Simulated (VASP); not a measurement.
Here is a VASP 6.6.1 calculation.

INCAR

```
SYSTEM = BN
ALGO = Normal
EDIFF = 1E-7
ENCUT = 900
GGA = PE
ISIF = 2
ISMEAR = 0
IVDW = 12
LASPH = .TRUE.
LCHARG = .FALSE.
LREAL = .FALSE.
LWAVE = .FALSE.
NELM = 80
PREC = Accurate
SIGMA = 0.02
```

The input KPOINTS:

```
k-points
0
G
  15 15 6
  0 0 0
```

POSCAR

```
BN                                      
1.0
    2.5051109149      0.0000000000      0.0000000000
   -1.2525554575      2.1694896868     -0.0000000000
    0.0000000000     -0.0000000000      6.5364873907
  B               N             
     2     2
Direct
     0.3333333300000021    0.6666666699999979    0.2500000000000000
     0.6666666699999979    0.3333333300000021    0.7500000000000000
     0.3333333300000021    0.6666666699999979    0.7500000000000000
     0.6666666699999979    0.3333333300000021    0.2500000000000000
```

KPOINTS_OPT

```
path GMKGALHA,LM,KH
15
line-mode
reciprocal
 0.0000000000  0.0000000000  0.0000000000  G
 0.5000000000  0.0000000000  0.0000000000  M

 0.5000000000  0.0000000000  0.0000000000  M
 0.3333333333  0.3333333333  0.0000000000  K

 0.3333333333  0.3333333333  0.0000000000  K
 0.0000000000  0.0000000000  0.0000000000  G

 0.0000000000  0.0000000000  0.0000000000  G
 0.0000000000  0.0000000000  0.5000000000  A

 0.0000000000  0.0000000000  0.5000000000  A
 0.5000000000  0.0000000000  0.5000000000  L

 0.5000000000  0.0000000000  0.5000000000  L
 0.3333333333  0.3333333333  0.5000000000  H

 0.3333333333  0.3333333333  0.5000000000  H
 0.0000000000  0.0000000000  0.5000000000  A

 0.5000000000  0.0000000000  0.5000000000  L
 0.5000000000  0.0000000000  0.0000000000  M

 0.3333333333  0.3333333333  0.0000000000  K
 0.3333333333  0.3333333333  0.5000000000  H
```

Potentials or basis: VASP PAW PBE potentials, release 64 (B_h, N_h).

The run is started by

```sh
$ cat potpaw_PBE.64/B_h/POTCAR potpaw_PBE.64/N_h/POTCAR > POTCAR
$ mpirun -np 1 vasp_std > vasp.out
```

**Question.** What does it give for the band gap along the path?

**Answer.** 4.21 eV, indirect (least direct gap 4.64 eV).

**Question.** What does it give for the pressure?

**Answer.** 0.0 GPa.

Levels at the corners of the path, in eV from the valence-band top:
| point | band 6 | band 7 | band 8 | band 9 | band 10 | band 11 |
| --- | --- | --- | --- | --- | --- | --- |
| Γ | -1.38 | -1.34 | -1.34 | 5.32 | 10.45 | 11.51 |
| M | -4.11 | -1.53 | -0.44 | 4.21 | 5.67 | 9.50 |
| M | -4.11 | -1.53 | -0.44 | 4.21 | 5.67 | 9.50 |
| K | -7.18 | -0.14 | -0.14 | 4.84 | 4.84 | 10.69 |
| K | -7.18 | -0.14 | -0.14 | 4.84 | 4.84 | 10.69 |
| Γ | -1.38 | -1.34 | -1.34 | 5.32 | 10.45 | 11.50 |
| Γ | -1.38 | -1.34 | -1.34 | 5.32 | 10.45 | 11.50 |
| A | -1.36 | -1.36 | -1.36 | 7.77 | 7.77 | 11.57 |
| A | -1.36 | -1.36 | -1.36 | 7.77 | 7.77 | 11.57 |
| L | -4.15 | -0.96 | -0.96 | 4.69 | 4.69 | 9.88 |
| L | -4.15 | -0.96 | -0.96 | 4.69 | 4.69 | 9.88 |
| H | -7.19 | -0.05 | -0.05 | 4.59 | 4.59 | 11.96 |
| H | -7.19 | -0.05 | -0.05 | 4.59 | 4.59 | 11.96 |
| A | -1.36 | -1.36 | -1.36 | 7.77 | 7.77 | 11.57 |
| L | -4.15 | -0.96 | -0.96 | 4.69 | 4.69 | 9.88 |
| M | -4.11 | -1.53 | -0.44 | 4.21 | 5.67 | 9.50 |
| K | -7.18 | -0.14 | -0.14 | 4.84 | 4.84 | 10.69 |
| H | -7.19 | -0.05 | -0.05 | 4.59 | 4.59 | 11.96 |

Caveat: the cutoff is under 1.25 times the usual one of these potentials, so pressure, stress and relaxed cells hold a basis-set (Pulay) error.
